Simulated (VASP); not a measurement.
# InPd (Fm-3m) in VASP: notebook

The runs below take InPd through relaxation of cell and atoms, with PBE, LDA.

Everything below comes from runs of VASP 6.6.1. Logs are shortened: lines on timing, memory, paths and dates and some standing lists are left out, and cuts for length are marked.

**1. Starting point**

Symmetry: Fm-3m, No. 225, cubic system. The conventional cell has a = 5.492 Å, b = 5.492 Å, c = 5.492 Å, α = 90.00°, β = 90.00°, γ = 90.00°. In (site symmetry m-3m) is surrounded by 6 Pd at 2.75 Å. Pd (site symmetry m-3m) has 6 In at 2.75 Å as nearest neighbours.

The cell was built by a generator and needn't be a form met in nature.

**2. Relaxation of cell and atoms, PBE**

INCAR

```
PREC     = Accurate       # precision mode
ENCUT    = 600            # plane-wave cutoff, eV
EDIFF    = 1E-7           # SCF threshold, eV
ISMEAR   = -1             # smearing method
SIGMA    = 0.05           # smearing width, eV
LREAL    = False          # projectors in reciprocal space
LASPH    = True           # aspherical terms in the spheres
NELM     = 100            # most SCF steps
ALGO     = Fast           # electronic algorithm
ISIF     = 3              # what is computed and relaxed
LWAVE    = False          # write WAVECAR
LCHARG   = False          # write CHGCAR
GGA      = PE             # functional
IBRION   = 2              # ionic algorithm
NSW      = 40             # ionic steps
EDIFFG   = -0.01          # ionic threshold
```

KPOINTS

```
regular mesh
0
Gamma
  6 6 6
```

POSCAR

```
InPd
1.0
    0.0000000000      2.7460700000      2.7460700000
    2.7460700000      0.0000000000      2.7460700000
    2.7460700000      2.7460700000      0.0000000000
In Pd
1 1
Direct
    0.0000000000      0.0000000000      0.0000000000
    0.5000000000      0.5000000000      0.5000000000
```

Potentials or basis: VASP PAW PBE potentials, release 64 (In_d, Pd).

Launch:

```console
cat potpaw_PBE.64/In_d/POTCAR potpaw_PBE.64/Pd/POTCAR > POTCAR
mpirun -np 1 vasp_std > vasp.out
```

OUTCAR:

```text
PREC = Accurate
   ENCUT = 600
   EDIFF = 1E-7
   ISMEAR = -1
   LREAL = False
   LASPH = True
   NELM = 100
   ISIF = 3
   GGA = PE
   IBRION = 2
   NSW = 40
   EDIFFG = -0.01

 ion  position               nearest neighbor table
   1  0.000  0.000  0.000-   2 2.75   2 2.75   2 2.75   2 2.75   2 2.75   2 2.75
   2  0.500  0.500  0.500-   1 2.75   1 2.75   1 2.75   1 2.75   1 2.75   1 2.75

  LATTYP: Found a face centered cubic cell.
 ALAT       =     5.4921400000

  Lattice vectors:

 A1 = (   0.0000000000,   2.7460700000,   2.7460700000)
 A2 = (   2.7460700000,   0.0000000000,   2.7460700000)
 A3 = (   2.7460700000,   2.7460700000,   0.0000000000)

Analysis of symmetry for initial positions (statically):
=====================================================================
 Subroutine PRICEL returns:
 Original cell was already a primitive cell.

 Routine SETGRP: Setting up the symmetry group for a
 face centered cubic supercell.

 Subroutine GETGRP returns: Found 48 space group operations
 (whereof 48 operations were pure point group operations)
 out of a pool of 48 trial point group operations.

The static configuration has the point symmetry O_h .

Analysis of symmetry for dynamics (positions and initial velocities):
=====================================================================
 Subroutine PRICEL returns:
 Original cell was already a primitive cell.

 Routine SETGRP: Setting up the symmetry group for a
 face centered cubic supercell.

 Subroutine GETGRP returns: Found 48 space group operations
 (whereof 48 operations were pure point group operations)
 out of a pool of 48 trial point group operations.

The dynamic configuration has the point symmetry O_h .

 Subroutine INISYM returns: Found 48 space group operations
 (whereof 48 operations are pure point group operations),
 and found     1 'primitive' translations

----------------------------------------------------------------------------------------

                                     Primitive cell

  volume of cell :      41.4157

  direct lattice vectors                    reciprocal lattice vectors
     0.000000000  2.746070000  2.746070000    -0.182078388  0.182078388  0.182078388
     2.746070000  0.000000000  2.746070000     0.182078388 -0.182078388  0.182078388
     2.746070000  2.746070000  0.000000000     0.182078388  0.182078388 -0.182078388

  length of vectors
     3.883529437  3.883529437  3.883529437     0.315369020  0.315369020  0.315369020

  position of ions in fractional coordinates (direct lattice)
     0.000000000  0.000000000  0.000000000
     0.500000000  0.500000000  0.500000000

  ion indices of the primitive-cell ions
   primitive index   ion index
                 1           1
                 2           2

----------------------------------------------------------------------------------------

 KPOINTS: regular mesh

Automatic generation of k-mesh.
 Grid dimensions read from file:
 generate k-points for:    6    6    6

 Generating k-lattice:

  Cartesian coordinates                     Fractional coordinates (reciprocal lattice)
    -0.030346398  0.030346398  0.030346398     0.166666667  0.000000000  0.000000000
     0.030346398 -0.030346398  0.030346398     0.000000000  0.166666667  0.000000000
     0.030346398  0.030346398 -0.030346398     0.000000000  0.000000000  0.166666667

  Length of vectors
     0.052561503  0.052561503  0.052561503

  Shift w.r.t. Gamma in fractional coordinates (k-lattice)
     0.000000000  0.000000000  0.000000000

 Subroutine IBZKPT returns following result:
 ===========================================

 Found     16 irreducible k-points:

 Following reciprocal coordinates:
            Coordinates               Weight
  0.000000  0.000000  0.000000      1.000000
  0.166667  0.000000  0.000000      8.000000
  0.333333  0.000000  0.000000      8.000000
  0.500000  0.000000  0.000000      4.000000
  0.166667  0.166667  0.000000      6.000000
  0.333333  0.166667  0.000000     24.000000
[... 8 lines left out ...]
 -0.333333  0.333333  0.166667     24.000000
 -0.333333  0.500000  0.166667     12.000000
   k-points           NKPTS =     16   k-points in BZ     NKDIM =     16   number of bands    NBANDS=     15
   number of dos      NEDOS =    301   number of ions     NIONS =      2
   total plane-waves  NPLWV =  32768
   dimension x,y,z NGX =    32 NGY =   32 NGZ =   32
   dimension x,y,z NGXF=    64 NGYF=   64 NGZF=   64
   ions per type =               1   1
   NGX,Y,Z   is equivalent  to a cutoff of  13.70, 13.70, 13.70 a.u.
   NGXF,Y,Z  is equivalent  to a cutoff of  27.40, 27.40, 27.40 a.u.
 SYSTEM =  unknown system
   PREC   = accura    normal or accurate (medium, high low for compatibility)
   ISTART =      0    job   : 0-new  1-cont  2-samecut
   ICHARG =      2    charge: 1-file 2-atom 10-const
   ISPIN  =      1    spin polarized calculation?
   LNONCOLLINEAR =      F non collinear calculations
   LSORBIT =      F    spin-orbit coupling
   LASPH  =      T    aspherical Exc in radial PAW
   ENCUT  =  600.0 eV  44.10 Ry    6.64 a.u.   7.76  7.76  7.76*2*pi/ulx,y,z
   NELM   =    100;   NELMIN=  2; NELMDL= -5     # of ELM steps
   EDIFF  = 0.1E-06   stopping-criterion for ELM
   LREAL  =      F    real-space projection
   EDIFFG = -.1E-01   stopping-criterion for IOM
   NSW    =     40    number of steps for IOM
   IBRION =      2    ionic relax: 0-MD 1-quasi-New 2-CG
   NFREE  =      1    steps in history (QN), initial steepest desc. (CG)
   ISIF   =      3    stress and relaxation
   ISYM   =      2    0-nonsym 1-usesym 2-fastsym
   POTIM  = 0.5000    time-step for ionic-motion
   TEBEG  =    0.0;   TEEND  =   0.0 temperature during run
   PSTRESS=    0.0 pullay stress
   NELECT =      23.0000    total number of electrons
   NUPDOWN=      -1.0000    fix difference up-down
   EMIN   =  10.00;   EMAX   =-10.00  energy-range for DOS
   EFERMI =   0.00;   METHOD = LEGACY
   ISMEAR =    -1;   SIGMA  =   0.05  broadening in eV -4-tet -1-fermi 0-gaus
   EFERMI_NEDOS =   21; number of points for ismear=-14 and -15
   IALGO  =     68    algorithm
   IMIX   =      4    mixing-type and parameters
     AMIX     =   0.40;   BMIX     =  1.00
     AMIX_MAG =   1.60;   BMIX_MAG =  1.00
  volume/ion in A,a.u.               =      20.71       139.74
  Fermi-wavevector in a.u.,A,eV,Ry     =   1.345641  2.542893 24.636741  1.810749
  Thomas-Fermi vector in A             =   2.473537
   LORBIT       =      0    0 simple, 1 ext, 2 COOP (PROOUT), +10 PAW based schemes
   GGA     = PE    functional components
   LHFCALC =     F    Hartree Fock is set to
   AEXX    =    0.0000 exact exchange contribution
   IVDW    =     0    specifies the selected vdW correction
   LEPSILON=     F    determine dielectric tensor
   LRPA    =     F    only Hartree local field effects (RPA)
 conjugate gradient relaxation of ions
 non-spin polarized calculation
 RMM-DIIS sequential band-by-band and
  energy-cutoff  :      600.00
  volume of cell :       41.42
 maximum number of plane-waves:      1411
   NGX = 15   NGY = 15   NGZ = 15

--------------------------------------- Ionic step        1  -------------------------------------------

 number of electron      22.9999996 magnetization

 Free energy of the ion-electron system (eV)
  ---------------------------------------------------
  ext. energy  EPLUGINS =         0.00000000
  ---------------------------------------------------
  free energy    TOTEN  =        -8.27125497 eV

  energy without entropy =       -8.25629476  energy(sigma->0) =       -8.26377486

------------------------ aborting loop because EDIFF is reached ----------------------------------------

  FORCE on cell =-STRESS in cart. coord.  units (eV):
  Direction    XX          YY          ZZ          XY          YZ          ZX
  --------------------------------------------------------------------------------------
  -------------------------------------------------------------------------------------
  Total        0.0549041      0.0549041      0.0549041      0.0000000     -0.0000000      0.0000000
  in kB        2.1239804      2.1239804      2.1239804      0.0000000     -0.0000000      0.0000000
  external PRESSURE =       2.1239804 kB  Pullay stress =       0.0000000 kB

 VOLUME and BASIS-vectors are now :
 -----------------------------------------------------------------------------
  energy-cutoff  :      600.00
  volume of cell :       41.42
      direct lattice vectors                 reciprocal lattice vectors
     0.000000000  2.746070000  2.746070000    -0.182078388  0.182078388  0.182078388
     2.746070000  0.000000000  2.746070000     0.182078388 -0.182078388  0.182078388
     2.746070000  2.746070000  0.000000000     0.182078388  0.182078388 -0.182078388
[... 37 lines left out ...]
 POSITION                                       TOTAL-FORCE (eV/Angst)
 -----------------------------------------------------------------------------------
      2.74971      5.49941      2.74971         0.000000      0.000000     -0.000000
      2.74971      2.74971      2.74971        -0.000000     -0.000000      0.000000
 -----------------------------------------------------------------------------------
    total drift:                               -0.000000     -0.000000      0.000000

  FREE ENERGIE OF THE ION-ELECTRON SYSTEM (eV)
  ---------------------------------------------------
  free  energy   TOTEN  =        -8.2712784679 eV

  energy  without entropy=       -8.2562779199  energy(sigma->0) =       -8.26377819

--------------------------------------- Ionic step        3  -------------------------------------------

 number of electron      22.9999996 magnetization

 Free energy of the ion-electron system (eV)
  ---------------------------------------------------
  ext. energy  EPLUGINS =         0.00000000
  ---------------------------------------------------
  free energy    TOTEN  =        -8.27130972 eV

  energy without entropy =       -8.25632606  energy(sigma->0) =       -8.26381789

 E-fermi :   8.1243     XC(G=0): -11.1921

 val. band max:        8.0871562081   @ k =   0.5000   0.5000   0.0000
 cond. band min:       8.1369821721   @ k =  -0.3333   0.5000   0.1667
 fundamental gap:      0.0498259640
 Fermi energy:         8.1242970152

 k-point     1 :       0.0000    0.0000    0.0000
  band No.  band energies     occupation
      1      -6.4649      2.00000
      2      -6.4649      2.00000
      3      -6.3701      2.00000
      4      -6.3701      2.00000
      5      -6.3701      2.00000
      6      -0.6378      2.00000
      7       5.3118      2.00000
      8       5.3118      2.00000
      9       5.3118      2.00000
     10       5.5487      2.00000
     11       5.5487      2.00000
     12      13.5070      0.00000
     13      13.5070      0.00000
     14      13.5070      0.00000
     15      16.9015      0.00000
[... 290 lines left out ...]
 POSITION                                       TOTAL-FORCE (eV/Angst)
 -----------------------------------------------------------------------------------
      0.00000     -0.00000      0.00000        -0.000000      0.000000      0.000000
      2.74815      2.74815      2.74815         0.000000      0.000000     -0.000000
 -----------------------------------------------------------------------------------
    total drift:                                0.000000     -0.000000     -0.000000

  FREE ENERGIE OF THE ION-ELECTRON SYSTEM (eV)
  ---------------------------------------------------
  free  energy   TOTEN  =        -8.2713097172 eV

  energy  without entropy=       -8.2563260604  energy(sigma->0) =       -8.26381789

 reached required accuracy - stopping structural energy minimisation
```

Wall time 20 s (1 thread of Intel Xeon 6975P-C (Granite Rapids), shared host); peak memory 0.19 GiB.

What came out:

| Property | Result |
| --- | --- |
| Free energy | -8.2713 eV |
| Relaxed volume | 20.75 Å³/atom |
| Relaxed cell | a = 3.886 Å, b = 3.886 Å, c = 3.886 Å, α = 60.00°, β = 60.00°, γ = 60.00° |
| Space group after relaxing (to 0.05 Å) | Fm-3m (No. 225) |
| Energy gained by relaxing | 0.0 meV/atom |
| Ionic steps | 3 |
| Pressure after relaxing | 0.0 GPa |
| Band gap on the k mesh | none (metal or under the smearing width) |

Final structure:
```
In Pd
1.0
     0.00000    2.74815    2.74815
     2.74815    0.00000    2.74815
     2.74815    2.74815    0.00000
In Pd
1 1
Direct
  0.00000 0.00000 0.00000
  0.50000 0.50000 0.50000
```

**3. Relaxation of cell and atoms, PBE, spin-orbit coupling, no magnetisation**

Edit INCAR of step 2 so:

```diff
@@ -12,2 +12,8 @@
 LCHARG   = False          # write CHGCAR
+LNONCOLLINEAR= True           # non-collinear magnetism
+MAGMOM   = 0 0 0 0 0 0    # initial moments
+LORBIT   = 11             # projections on sites
+LSORBIT  = True           # spin-orbit coupling
+GGA_COMPAT= False        
+LMAXMIX  = 4              # l up to which the mixer works
 GGA      = PE             # functional
```

KPOINTS is that of step 2.

POSCAR is that of step 2.

Potentials or basis: VASP PAW PBE potentials, release 64 (In_d, Pd).

Launch:

```console
cat potpaw_PBE.64/In_d/POTCAR potpaw_PBE.64/Pd/POTCAR > POTCAR
mpirun -np 1 vasp_ncl > vasp.out
```

OUTCAR:

```text
PREC = Accurate
   ENCUT = 600
   EDIFF = 1E-7
   ISMEAR = -1
   LREAL = False
   LASPH = True
   NELM = 100
   ISIF = 3
   LNONCOLLINEAR = True
   LORBIT = 11
   LSORBIT = True
   GGA = PE
   IBRION = 2
   NSW = 40
   EDIFFG = -0.01

 ion  position               nearest neighbor table
   1  0.000  0.000  0.000-   2 2.75   2 2.75   2 2.75   2 2.75   2 2.75   2 2.75
   2  0.500  0.500  0.500-   1 2.75   1 2.75   1 2.75   1 2.75   1 2.75   1 2.75

  LATTYP: Found a face centered cubic cell.
 ALAT       =     5.4921400000

  Lattice vectors:

 A1 = (   0.0000000000,   2.7460700000,   2.7460700000)
 A2 = (   2.7460700000,   0.0000000000,   2.7460700000)
 A3 = (   2.7460700000,   2.7460700000,   0.0000000000)

Analysis of symmetry for initial positions (statically):
=====================================================================
 Subroutine PRICEL returns:
 Original cell was already a primitive cell.

 Routine SETGRP: Setting up the symmetry group for a
 face centered cubic supercell.

 Subroutine GETGRP returns: Found 48 space group operations
 (whereof 48 operations were pure point group operations)
 out of a pool of 48 trial point group operations.
[... 813 lines left out ...]
     0.0000000     0.0000000     0.0000000     0.0000000     0.0000000     0.0000000     0.0000000
     0.0000000     0.0000000     0.0000000     0.0000000     0.0000000     0.0000000     0.0000000
     0.0000000     0.0000000     0.0000000     0.0000000     0.0000000     0.0000000     0.0000000
     0.0000000     0.0000000     0.0000000     0.0000000     0.0000000     0.0000000     0.0000000
     0.0000000     0.0000000     0.0000000     0.0000000     0.0000000     0.0000000     0.0000000

 Ion:    2  E_soc:     -0.0610231
 l=   1
     0.0000000    -0.0011509    -0.0011509
    -0.0011509     0.0000000    -0.0011509
    -0.0011509    -0.0011509     0.0000000
 l=   2
     0.0000000    -0.0013191     0.0000000    -0.0013191    -0.0077005
    -0.0013191     0.0000000    -0.0057754    -0.0013191    -0.0019251
     0.0000000    -0.0057754     0.0000000    -0.0057754     0.0000000
    -0.0013191    -0.0013191    -0.0057754     0.0000000    -0.0019251
    -0.0077005    -0.0019251     0.0000000    -0.0019251     0.0000000
 l=   3
     0.0000000     0.0000000     0.0000000     0.0000000     0.0000000     0.0000000     0.0000000
     0.0000000     0.0000000     0.0000000     0.0000000     0.0000000     0.0000000     0.0000000
     0.0000000     0.0000000     0.0000000     0.0000000     0.0000000     0.0000000     0.0000000
     0.0000000     0.0000000     0.0000000     0.0000000     0.0000000     0.0000000     0.0000000
     0.0000000     0.0000000     0.0000000     0.0000000     0.0000000     0.0000000     0.0000000
     0.0000000     0.0000000     0.0000000     0.0000000     0.0000000     0.0000000     0.0000000
     0.0000000     0.0000000     0.0000000     0.0000000     0.0000000     0.0000000     0.0000000

 total charge

# of ion       s       p       d       tot
------------------------------------------
    1        0.896   0.639   9.873  11.408
    2        0.463   0.316   8.663   9.443
--------------------------------------------------
tot          1.359   0.955  18.536  20.851

 magnetization (x)

# of ion       s       p       d       tot
------------------------------------------
    1        0.000   0.000   0.000   0.000
    2        0.000  -0.000   0.000   0.000
--------------------------------------------------
tot          0.000  -0.000   0.000   0.000

 magnetization (y)

# of ion       s       p       d       tot
------------------------------------------
    1        0.000   0.000  -0.000  -0.000
    2       -0.000  -0.000   0.000   0.000
--------------------------------------------------
tot         -0.000   0.000   0.000   0.000

 magnetization (z)

# of ion       s       p       d       tot
------------------------------------------
    1        0.000  -0.000   0.000   0.000
    2       -0.000   0.000  -0.000  -0.000
--------------------------------------------------
tot         -0.000   0.000  -0.000  -0.000
```

OSZICAR:

```text
N       E                     dE             d eps       ncg     rms          rms(c)
DAV:   1     0.232280928752E+03    0.23228E+03   -0.11883E+04   960   0.219E+03
[... 25 lines left out ...]
RMM:   8    -0.833770055029E+01   -0.29455E-05   -0.14567E-05  1262   0.548E-02    0.563E-02
RMM:   9    -0.833769761361E+01    0.29367E-05   -0.24559E-06   958   0.142E-02    0.483E-02
RMM:  10    -0.833769723378E+01    0.37983E-06   -0.27340E-07   873   0.583E-03    0.428E-02
RMM:  11    -0.833769691897E+01    0.31480E-06   -0.14981E-07   759   0.438E-03    0.361E-02
RMM:  12    -0.833769610392E+01    0.81506E-06   -0.52561E-07  1039   0.102E-02    0.166E-02
RMM:  13    -0.833769549141E+01    0.61250E-06   -0.54330E-07  1091   0.936E-03    0.630E-04
RMM:  14    -0.833769547450E+01    0.16914E-07   -0.34080E-08   555   0.219E-03
   2 F= -.83376955E+01 E0= -.83300945E+01  d E =-.221245E-04  mag=    -0.0000     0.0000    -0.0000
```

CONTCAR:

```text
InPd
   1.00000000000000
     0.0000000000000000    2.7482035536307090    2.7482035536307090
     2.7482035536307090    0.0000000000000000    2.7482035536307090
     2.7482035536307090    2.7482035536307090   -0.0000000000000000
  In              Pd
     1     1
Direct
     0.0000000000000000    0.0000000000000000    1.0000000000000000
     0.5000000000000000    0.5000000000000000    0.5000000000000000

  0.00000000E+00  0.00000000E+00  0.00000000E+00
  0.00000000E+00  0.00000000E+00  0.00000000E+00
```

Wall time 2.4 min (1 thread of Intel Xeon 6975P-C (Granite Rapids), shared host); peak memory 0.33 GiB.

What came out:

- Free energy: -8.3377 eV
- Relaxed volume: 20.76 Å³/atom
- Relaxed cell: a = 3.887 Å, b = 3.887 Å, c = 3.887 Å, α = 60.00°, β = 60.00°, γ = 60.00°
- Space group after relaxing (to 0.05 Å): Fm-3m (No. 225)
- Energy gained by relaxing: 0.0 meV/atom
- Ionic steps: 2
- Pressure after relaxing: -0.1 GPa
- Valence electrons inside the program's atomic spheres: In 11.41; Pd 9.44

Final structure:
```xyz
2
Lattice="0.0000 2.7482 2.7482 2.7482 0.0000 2.7482 2.7482 2.7482 0.0000" Properties=species:S:1:pos:R:3 pbc="T T T"
In    2.7482    2.7482    0.0000
Pd    2.7482    2.7482    2.7482
```

(Continued in part 2 of 2.)
